Squeeze a piece of rhodium and it resists; squeeze it further and it resists more strongly. The bulk modulus measures the first effect at the equilibrium volume. The bulk modulus slope measures the second: it is the rise of the modulus per unit of applied pressure, a pure number. The table gives both for a single crystal structure, calculated with twelve density functionals.

Plane-wave DFT with ABINIT 10.8.3 and PAW potentials for fcc rhodium (one atom per cell), without spin polarisation, spin-orbit coupling or a dispersion correction. All rows use a 12 × 12 × 12 k mesh and Fermi-Dirac occupations with a smearing width of 0.05 eV; each fit covers seven volumes from 12.85 to 14.49 Å³/atom.

| functional | potentials | wave cutoff | equilibrium volume (Å³/atom) | bulk modulus (GPa) | bulk modulus slope |
| --- | --- | --- | --- | --- | --- |
| LDA | JTH-PAW-LDA-v2.0 | 408.171 eV | 13.212 | 319.7 | 5.690 |
| PBE | JTH-PAW-PBE-v2.0 | 435.382 eV | 14.050 | 250.8 | 5.360 |
| PBEsol | JTH-PAW-PBE-v2.0 | 544.228 eV | 13.520 | 297.0 | 4.510 |
| revPBE | JTH-PAW-PBE-v2.0 | 435.382 eV | 14.229 | 237.2 | 5.390 |
| RPBE | JTH-PAW-PBE-v2.0 | 544.228 eV | 14.269 | 250.8 | 4.510 |
| AM05 | JTH-PAW-PBE-v2.0 | 544.228 eV | 13.432 | 297.8 | 4.540 |
| BP86 | JTH-PAW-PBE-v2.0 | 544.228 eV | 14.126 | 262.0 | 4.550 |
| HCTH407 | JTH-PAW-PBE-v2.0 | 544.228 eV | 13.745 | 252.4 | 4.690 |
| LDA-PZ | JTH-PAW-LDA-v2.0 | 544.228 eV | 13.234 | 316.2 | 4.630 |
| PW91 | JTH-PAW-PBE-v2.0 | 544.228 eV | 14.065 | 265.6 | 4.490 |
| SOGGA | JTH-PAW-PBE-v2.0 | 544.228 eV | 13.374 | 306.7 | 4.520 |
| WC | JTH-PAW-PBE-v2.0 | 544.228 eV | 13.625 | 293.2 | 4.480 |

Each row rests on energies at seven evenly spaced volumes, through which a smooth curve was laid. The equilibrium volume is where this curve has its minimum, the modulus follows from its curvature there, and the slope from the way the curvature changes.

**(a) Three functionals have a slope well above the others. Is this a property of these functionals?**

*Solution.* The three are LDA, PBE and revPBE, with a mean slope of 5.5 against 4.5 for the other nine. They are also the only rows with a lower wave cutoff, the setting that limits how fine a detail the electron waves can show. Functional and cutoff therefore change together, and the table alone can't separate them.

Close relatives give a first hint. LDA and LDA-PZ are two parametrisations of the same theory, the energy of a uniform electron gas, and should describe nearly the same metal. Yet their slopes differ by 1.1. So large a gap is hard to blame on the functional.

The energies themselves give a sharper test. For three neighbouring volumes, take the first energy plus the third, less twice the middle one. This second difference measures the local curvature, and it should shrink smoothly as the crystal expands and its bonds weaken. The five values for each row, c1 to c5, stand in the output after this text.

In the nine rows with the high cutoff the curvature falls at every step, by 18 to 19 % from c1 to c3. In the three others it falls by 26 to 28 % over the same range. The smooth curve reads the faster fall as a metal that softens more quickly on expansion, and so returns a higher slope. This does not make the nine rows sound. On a smooth curve each fall should be smaller than the one before, yet in PBEsol the falls run 1.35, 0.92, 1.09 and 1.12 meV, and in all nine rows the second fall is the smallest. From c3 to c5 the order even turns round: LDA falls by 21 % and LDA-PZ by 24 %. The slope thus depends on the cutoff and on the range of volumes, and the data do not show whether 4.5 or 5.5 is nearer the converged value.

PBE and revPBE then do something stranger: at the largest volumes their curvature rises again, by 1.5 meV in both. Two functionals that share potentials and cutoff thus share the same kink at the same volume. PW91, a close relative of PBE, and RPBE, a close relative of revPBE, have the same potentials but the higher cutoff, and they show no kink. The evidence points to the cutoff, although no functional was run at two cutoffs, which would settle the matter.

**(b) How can a cutoff put a kink into the energy of a smooth metal?**

*Solution.* Consider waves on a ring. Only waves that fit a whole number of times around it are allowed, and the cutoff excludes all those shorter than some limit. As the ring grows, each allowed wave stretches with it, until one that was just too short passes the limit and joins the set. The set grows in steps although the ring grows smoothly.

The crystal behaves in the same way. An added wave gives the electrons more freedom, and by the variational principle this lowers the energy or leaves it unchanged. The gain matters in rhodium because its 4d electrons, and the 4s and 4p electrons beneath them, sit close to the nucleus and need short waves. With a high cutoff the waves still missing contribute little, so the steps are small. They are also blurred, because in the metal many electron states gain waves at different volumes.

There is a second source of steps. The program also stores the electron density on a grid of points, whose fineness is usually tied to the cutoff. The number of points is whole, so as the crystal grows it stays the same for a while and then jumps, for all electron states at once.

Whether the kink is such a step can be tested. Suppose that the energy drops by an amount $\delta$ between the fifth and the sixth volume and stays lower by $\delta$ afterwards. The sixth energy enters c4 once with a plus sign, so c4 falls by $\delta$. In c5 the sixth energy counts minus twice and the seventh plus once, so c5 rises by $-(-2\delta)-\delta=\delta$. A single step must leave a dip followed by an equal bump.

The calculated pressures show what the curvature would be without the step. Pressure is the slope of the energy with its sign reversed. It is worked out separately at each volume, for the waves and the grid in use there, so it should not contain a step between two volumes. Take half the fall in pressure from the fourth volume to the sixth, and multiply it by the spacing between neighbouring volumes. For PBE this gives an energy of 8.93 meV, to be compared with c4. The fifth and seventh volumes give 8.13 meV in the same way, to be compared with c5. The dip in c4 is then

$$\delta = 8.93-7.80 = 1.13\ \text{meV}.$$

The bump in c5 should be just as large, and it comes to

$$9.32-8.13 = 1.19\ \text{meV}.$$

Dip and bump are almost equal, and revPBE, treated in the same way, gives nearly the same values. The kink therefore looks like a step, but the test does not tell where the step comes from. Added waves would lower the energy, as seen here, yet with so dense a k mesh their steps should blur almost completely. A jump of the grid is the likelier cause, though the grid sizes are not part of the data.

The single step accounts for the kink only. It does not explain the fast fall of the curvature at smaller volumes, nor the LDA row, which has no such kink. Yet LDA has the highest slope of all, so a high slope needs no kink. The pressures of the LDA row show the same fast fall as its energies, so steps are not the cause. This points to a difference between the cutoffs that changes smoothly with volume. Why it changes in this way, and how much of it is error in the low-cutoff and how much in the high-cutoff rows, remains open.

A step of little more than 1 meV would hardly show in a plot of the energies. But the second differences near the minimum are themselves only 8 to 9 meV, so the step changes them by more than a tenth. Each further derivative magnifies a small irregularity. The volume, which needs only the place where the energy is flat, suffers least; the modulus suffers more, and its slope most of all.

The calculated pressure offers a second way to spot the trouble. At the energy minimum it should be zero. In the three low-cutoff rows it lies 0.4 to 0.8 GPa below zero, while in the others the value read off stays within 0.1 GPa of zero. The reading uses a straight line between sampled volumes, which lies above the true, bent curve by up to about 0.1 GPa. A small shortfall therefore remains at the high cutoff too, but it is clearly smaller.

The ring explains the sign. This pressure is worked out for a fixed set of waves. Squeeze the ring with its waves, and they all become shorter and can show finer detail. This improvement lowers the energy, compression looks too easy, and the pressure comes out too low. The size of the shortfall is less tidy: LDA has the lowest cutoff of all but no larger a shortfall than the other two. LDA uses other potentials, so its cutoff can't be ranked directly against theirs, and the step should also be part of the reason. In PBE and revPBE it lowers the energies at large volumes and so draws the fitted minimum outwards, to where the pressure is lower.

**(c) PBE and RPBE have the same bulk modulus, 250.8 GPa, although RPBE gives the larger volume. Does the change of functional expand the crystal without softening it?**

*Solution.* The equality is a coincidence between two cutoffs. A fair comparison stays within one. At the low cutoff, going from PBE to revPBE lowers the modulus by 14 GPa; at the high cutoff, going from PW91 to RPBE lowers it by 15 GPa. Both pairs make the same kind of change, to a functional that favours a looser crystal, and both show the softening that longer bonds should bring. The exact amounts are less certain, because for revPBE and RPBE only one sampled volume lies above the minimum.

The comparison within one cutoff works because both partners carry nearly the same error, which largely cancels in the difference. Across the cutoffs it does not cancel. PBE lies 15 GPa below PW91, a gap as large as the softening itself, and so the softening disappears from view when PBE is set beside RPBE. Part of that gap may be a real difference between the two functionals.

The volumes are much safer. Each low-cutoff row differs from its close relative by at most 0.04 Å³ per atom, while the nine high-cutoff rows spread over 1.0 Å³. The broad order of the functionals therefore survives, though not the order within such close pairs: the two LDA rows give the smallest crystals, and revPBE and RPBE the largest.

This order has a physical reason. LDA treats each point of the metal as part of a uniform electron gas and binds the atoms too strongly. Gradient-corrected functionals lower the energy where the electron density varies steeply, and it varies more when atoms move apart. The more strongly a functional rewards such variation, the larger the crystal it tends to give. PBEsol, built with a weaker reward than PBE, accordingly lies between LDA and PBE. Which volume is closest to real rhodium can't be judged here, since the table holds no measured value.

One row is odd for another reason. HCTH407 is softer than BP86 by 10 GPa, although its crystal is the smaller one. Its curvature and its pressure at the minimum behave as in the other high-cutoff rows, so neither test sets its basis apart. The cause of its softness remains open. Like all the gradient-corrected rows it uses potentials made for PBE, and the error this brings to the other functionals has not been tested.

For anyone who takes elastic data from such calculations, the two tests cost nothing extra, because the energies and pressures are already there. In this table the pressure test singles out the three low-cutoff rows, and the curvature shows the kink in two of them and uneven falls in the nine high-cutoff rows. No slope in the table should be used to predict how the metal behaves under pressure until a run at a still higher cutoff shows that it has stopped changing.

Numerical output:

```
Second differences of the energy in meV, from small to large volume, and pressure at the energy minimum in GPa:
      row     c1     c2     c3    c4    c5  fall_c1_to_c3_percent  pressure_at_minimum
      LDA  12.08  10.27   8.71  7.86  6.92                   27.9              -0.4451
      PBE  13.16  11.26   9.77   7.8  9.32                  25.76              -0.5285
   PBEsol  12.04  10.69   9.77  8.68  7.56                  18.85              0.01814
   revPBE  13.27  11.37   9.88  7.91   9.4                  25.55              -0.7663
     RPBE   12.8  11.44  10.47  9.36  8.19                   18.2             -0.05807
     AM05  11.75   10.4   9.51  8.42  7.32                  19.06             -0.04871
     BP86  12.83  11.46  10.49  9.38  8.12                  18.24             -0.09909
  HCTH407  11.09   9.79   8.99  7.94  6.87                  18.94             -0.06044
   LDA-PZ   11.7  10.24   9.45  8.29  7.14                  19.23             -0.08028
     PW91  12.74  11.36  10.41  9.28  8.14                  18.29             -0.08288
    SOGGA  11.86   10.5   9.61  8.51  7.39                  18.97             -0.06114
       WC  12.29  10.91     10  8.88  7.74                  18.63             -0.01508
Rough upper size of the linear interpolation error of the pressure, from SOGGA, GPa: 0.1209
Mean modulus slope, three low-cutoff rows: 5.48
Mean modulus slope, nine high-cutoff rows: 4.547
Modulus slope, LDA less LDA-PZ: 1.06
Modulus, PBE less PW91, GPa: -14.8
Modulus, revPBE less RPBE, GPa: -13.6
Modulus, revPBE less PBE (both low cutoff), GPa: -13.6
Modulus, RPBE less PW91 (both high cutoff), GPa: -14.8
Volume, PBE less PW91, cubic angstrom per atom: -0.015
Volume, revPBE less RPBE, cubic angstrom per atom: -0.04
Volume, LDA less LDA-PZ, cubic angstrom per atom: -0.022
Volume, RPBE less PBE, cubic angstrom per atom: 0.219
Volume spread of the nine high-cutoff rows, cubic angstrom per atom: 1.035
Modulus, HCTH407 less BP86, GPa: -9.6
Volume, HCTH407 less BP86, cubic angstrom per atom: -0.381
```
